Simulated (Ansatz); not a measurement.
# Understanding EuO in the rocksalt structure from first principles

**What was measured.** A cell as deposited of cubic EuO (space group Fm-3m), temperature not stated, from the Crystallography Open Database (1963), has a = 5.144 Å and 17.01 Å³/atom.

A printed reference work, monograph reports, for a bulk crystal of EuO at 300 K: band gap 1.115 eV (optical).

The results are compared with them further down.

Level of theory: DFT, PBEsol, scalar-relativistic, collinear spin; plane waves to 420 eV with PAW datasets (Ansatz 0.2.0), Γ-centred 10×10×10 mesh, 0.05 eV Gaussian smearing; PAW files: Ansatz's generated set soft_2.

The start was a prototype's sites filled with these elements; the Crystallography Open Database holds the compound in this structure.

The relaxed structure (symmetry read at 0.01 Å). It takes space group Fm-3m (No. 225, cubic). Conventional cell: a = 4.968 Å, b = 4.968 Å, c = 4.968 Å, α = 90.00°, β = 90.00°, γ = 90.00°. Eu (site symmetry m-3m) has 6 O at 2.48 Å as nearest neighbours. O (site symmetry m-3m) is surrounded by 6 Eu at 2.48 Å. (Neighbours are counted to 15 % beyond the shortest distance.)

Results at this level of theory:

| Item | Value |
| --- | --- |
| Volume | 15.32 Å³/atom |
| Band gap | zero (metallic) |
| Density of states at the Fermi level | about 0.5 states/(eV·atom) |
| Magnetic state | ferromagnetic (the only order tried) |
| Site spin moments | Eu 6.52; O -0.08 μB |
| Spin moment of the cell | 6.91 μB |
| f electrons (orthogonalised atomic orbitals) | Eu 6.77 |
| Formation energy from the elements (0 K, uncorrected) | -2.94 eV/atom |
| Bulk modulus (Birch–Murnaghan) | 111 GPa |

Formal charges Eu²⁺, O²⁻ leave Eu²⁺ with an open 4f⁷ shell. Exchange should fill one spin channel of a half-filled shell and leave an insulator, so a metal points to the functional or the structure. The run still finds no gap: within 0.1 eV of the Fermi level the projected states are 83 % Eu 4f.

Hund's first rule gives Eu²⁺ with 7 f electrons 7 unpaired spins, a spin moment of 7 μB; the run has 6.52 μB on Eu (atomic spheres) and 6.77 f electrons on orthogonalised orbitals. The moment is close to the ion's, so in this run the shell is localised and nearly fully polarised.

Q: How stiff is it, in energy terms?

A: B0·V0 = 111.4 GPa × 15.33 Å³ = 10.66 eV/atom sets the scale: near the minimum ΔE ≈ ½ B0 V0 x², with x = V/V0 − 1, and a pressure of 1.1 GPa squeezes the volume by about 1 %. At the ends of the curve: x = −4.0 % predicts 8.6 meV/atom and the run gives 9.2; x = +4.0 % predicts 8.4 meV/atom and the run gives 7.9. The lopsidedness is anharmonic: atoms resist being pushed together more than being pulled apart.

**Comparison.** The computed cell (4.968 Å, 15.32 Å³/atom) differs from the database's by −9.9 % in volume, about −3.4 % in length. That is a large miss for PBEsol, or the entry is off. A measured gap of EuO is 1.115 eV (optical; 300 K; a printed reference work, monograph); the calculated 0.00 eV misses it by -1.11 eV. So large a miss can be the level of theory's own, or it may mean another phase, state or a wrong row. Kohn–Sham gaps of semilocal functionals mostly fall below measured ones. Spin–orbit coupling is left out here. Temperature and excitons aren't in the calculation.

Without a U the 4f levels of Eu lie too near the Fermi level, so their share of the states there, and what hangs on it, is overstated. Spin–orbit coupling, which matters for such heavy elements, is left out. Site moments are of spin, integrated over atomic spheres. Only parallel moments were tried, so the real magnetic order may be another.
